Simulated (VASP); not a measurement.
Here is a VASP 6.6.1 calculation.

Contents of run.py:

```python
from ase.calculators.vasp import Vasp
from ase.dft.bandgap import bandgap
from ase.io import read

atoms = read('POSCAR')
calc = Vasp(
    directory='calc',
    xc='rpbe',
    pp='PBE',
    setups='recommended',
    pp_version='54',
    prec='Accurate',
    encut=520,
    ediff=1e-06,
    ismear=0,
    sigma=0.02,
    lreal=False,
    lasph=True,
    nelm=80,
    algo='Normal',
    isif=2,
    lwave=False,
    lcharg=False,
    kpts=[13, 13, 13],
    gamma=True,
    nbands=11,
)
atoms.calc = calc

print('energy (eV):', atoms.get_potential_energy())
print('free energy (eV):', atoms.get_potential_energy(force_consistent=True))
print('forces (eV/A):')
print(atoms.get_forces())
print('stress (eV/A^3, Voigt):', atoms.get_stress())
print('Fermi level (eV):', calc.get_fermi_level())
gap, top, bottom = bandgap(calc)
print('band gap (eV):', gap, 'from (spin, k, band)', top, 'to', bottom)
```

POSCAR

```
BN
1.0
    0.0000000000      1.8130010000      1.8130010000
    1.8130010000      0.0000000000      1.8130010000
    1.8130010000      1.8130010000      0.0000000000
N B
1 1
Direct
    0.2500000000      0.2500000000      0.2500000000
    0.0000000000      0.0000000000      0.0000000000
```

Potentials or basis: VASP PAW PBE potentials, release 54 (N, B).

The run is started by

```bash
$ python run.py
```

(1) Estimate the pressure.

(2) Estimate the band gap on the k mesh.

## Answers

(1) 5.6 GPa.

(2) 4.55 eV, indirect (least direct gap 8.83 eV).

Caveat: the PAW data sets were made with another functional, which shifts forces and pressure a little; an odd mesh through Γ misses points on the zone boundary, where band edges often lie.

The gap isn't set beside the measured one, since this odd mesh misses points on the zone boundary.
